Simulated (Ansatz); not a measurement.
Take a crystal in which Br has been replaced by Cl on all its sites, with the cell rescaled by a rough guess (in some cases also distorted within its space group) and nothing relaxed:

```
CELL_PARAMETERS angstrom
3.14535 -2.11262 0.00000
3.14535 2.11262 0.00000
0.00000 0.00000 8.22412
ATOMIC_POSITIONS crystal
Cl 0.13500 0.86500 0.11000
Cl 0.63500 0.36500 0.39000
Cl 0.86500 0.13500 0.89000
Cl 0.36500 0.63500 0.61000
```

These are results of DFT PBE, scalar-relativistic, plane waves, PAW (Ansatz 0.2.0), not measurements.

Cutoff 420 eV; k points 8×8×4 on the computed 4-atom cell (Γ-centred); Gaussian smearing, width 0.02 eV; no spin polarisation.

Task: Will this cell want to expand or contract, and how hard?

Result: The pressure is -2.0 GPa (positive in compression), so the cell would contract.

Task: Is it a metal on this mesh?

Result: No: the gap is 1.79 eV, the least direct gap 1.81 eV.

The cell holds molecules, and where no dispersion correction was added their binding is poorly described.